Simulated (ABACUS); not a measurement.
Crystal: Sc.

```xyz
2
Lattice="3.3090 0.0000 0.0000 -1.6545 2.8657 0.0000 0.0000 0.0000 5.2733" Properties=species:S:1:pos:R:3 pbc="T T T"
Sc    1.6545    0.9552    3.9550
Sc    0.0000    1.9105    1.3183
```

Below is the output of ABACUS 3.10.1 for this cell. Logs are shortened: lines on timing, memory, paths and dates and some standing lists are left out, and cuts for length are marked.

```text
ABACUS v3.10.1

               Atomic-orbital Based Ab-initio Computation at UStc

 ------------------------------------------------------------------------------------

 READING GENERAL INFORMATION
                           global_out_dir = OUT.Sc/
                           global_in_card = INPUT
                               pseudo_dir = ./
                              orbital_dir =
                                    DSIZE = 4
                                    GSIZE = 1

 READING UNITCELL INFORMATION
                                    ntype = 1
                  lattice constant (Bohr) = 1.88973
              lattice constant (Angstrom) = 1

 READING ATOM TYPE 1
                               atom label = Sc
                      L=0, number of zeta = 1
                      L=1, number of zeta = 1
                      L=2, number of zeta = 1
             number of atom for this type = 2

                        TOTAL ATOM NUMBER = 2
DIRECT COORDINATES
    atom                   x                   y                   z     mag                  vx                  vy                  vz
taud_Sc1            0.6666666667        0.3333333333        0.7500000000  0.0000        0.0000000000        0.0000000000        0.0000000000
taud_Sc2            0.3333333333        0.6666666667        0.2500000000  0.0000        0.0000000000        0.0000000000        0.0000000000

                          Volume (Bohr^3) = 337.445
                             Volume (A^3) = 50.0042

 Lattice vectors: (Cartesian coordinate: in unit of a_0)
               +3.309                  +0                  +0
              -1.6545            +2.86568                  +0
                   +0                  +0             +5.2733
 Reciprocal vectors: (Cartesian coordinate: in unit of 2 pi/a_0)
            +0.302206           +0.174479                  -0
                   -0           +0.348958                  -0
                   +0                  -0           +0.189635
 The esolver type has been set to : ksdft_pw

                PAO radial cut off (Bohr) = 10

[... 277 lines left out ...]
----------------------------------------------------------
 E_KohnSham     -193.5788436121      -2633.7752853751
 E_KS(sigma->0) -193.5775176164      -2633.7572442787
 E_Harris       -193.5790090817      -2633.7775367043
 E_band         -25.1394694552       -342.0400292877
 E_one_elec     -77.1681475161       -1049.9265103242
 E_Hartree      42.4034863038        576.9290287973
 E_xc           -32.3359673342       -439.9534060870
 E_Ewald        -126.4755630743      -1720.7883155683
 E_entropy(-TS) -0.0026519913        -0.0360821929
 E_descf        0.0000000000         0.0000000000
 E_exx          0.0000000000         0.0000000000
 E_Fermi        0.6678480494         9.0865388699
----------------------------------------------------------

 charge density convergence is achieved
 final etot is -2633.7752854 eV
 EFERMI = 9.0865388699 eV

 STATE ENERGY(eV) AND OCCUPATIONS    NSPIN == 1
 1/9 kpoint (Cartesian) = 0.0000 0.0000 0.0000 (4007 pws)
       1       -40.3820     0.00493827
       2       -40.3210     0.00493827
       3       -19.1829     0.00493827
       4       -18.8607     0.00493827
       5       -18.8607     0.00493827
       6       -18.8044     0.00493827
       7       -18.8044     0.00493827
       8       -18.7883     0.00493827
       9        3.98611     0.00493827
      10        7.43001     0.00493827
      11        9.50064    1.24930e-06
      12        10.6803    7.08923e-17
      13        10.6803    7.08923e-17
      14        10.7933    7.38886e-18
      15        11.0874    2.06026e-20
[... 71 lines left out ...]
       2       -40.3151      0.0296296
       3       -19.1398      0.0296296
       4       -18.9375      0.0296296
       5       -18.9136      0.0296296
       6       -18.8688      0.0296296
       7       -18.8229      0.0296296
       8       -18.8076      0.0296296
       9        4.76465      0.0296296
      10        8.04608      0.0296296
      11        9.03768      0.0215271
      12        9.83555    9.24508e-09
      13        10.6685    5.37837e-16
      14        10.8863    6.90105e-18
      15        11.1649    2.62807e-20

[... levels at 3 further k points ...]

------------------------------------------------------------------------------------------
 TOTAL-FORCE (eV/Angstrom)
------------------------------------------------------------------------------------------
                       Sc1         0.0000000000         0.0000000000         0.0000000000
                       Sc2         0.0000000000         0.0000000000         0.0000000000
------------------------------------------------------------------------------------------

----------------------------------------------------------------
 TOTAL-STRESS (KBAR)
----------------------------------------------------------------
        -1.5437983208        -0.0000000000         0.0000000000
         0.0000000000        -1.5437983208         0.0000000000
        -0.0000000000        -0.0000000000       -16.7560597084
----------------------------------------------------------------
 TOTAL-PRESSURE: -6.614552 KBAR

 --------------------------------------------
 !FINAL_ETOT_IS -2633.7752853750907889 eV
 --------------------------------------------
```

Question: What input gives this log?

Answer: Single point with PBE, no spin polarisation. The files as run (others can give the same):

INPUT
```
INPUT_PARAMETERS
suffix              Sc
calculation         scf
basis_type          pw
pseudo_dir          ./
symmetry            1
dft_functional      pbe
ecutwfc             79
pseudo_rcut         10
nspin               1
nbands              15
ks_solver           dav
smearing_method     fd
smearing_sigma      0.00367493
scf_thr             1e-08
scf_nmax            100
mixing_type         broyden
mixing_beta         0.7
cal_force           1
cal_stress          1
kpar                4
```

STRU
```
ATOMIC_SPECIES
Sc 44.9559 Sc.upf

LATTICE_CONSTANT
1.8897261246

LATTICE_VECTORS
3.3090000000 0.0000000000 0.0000000000
-1.6545000000 2.8656780611 0.0000000000
0.0000000000 0.0000000000 5.2733000000

ATOMIC_POSITIONS
Direct

Sc
0.0
2
0.6666666667 0.3333333333 0.7500000000 1 1 1
0.3333333333 0.6666666667 0.2500000000 1 1 1
```

KPT
```
K_POINTS
0
Gamma
9 9 5 0 0 0
```

Potentials or basis: PseudoDojo NC SR 0.4.1 PBE standard, plane waves.
Run with:
```bash
$ OMP_NUM_THREADS=1 mpirun -np 4 abacus > log
```
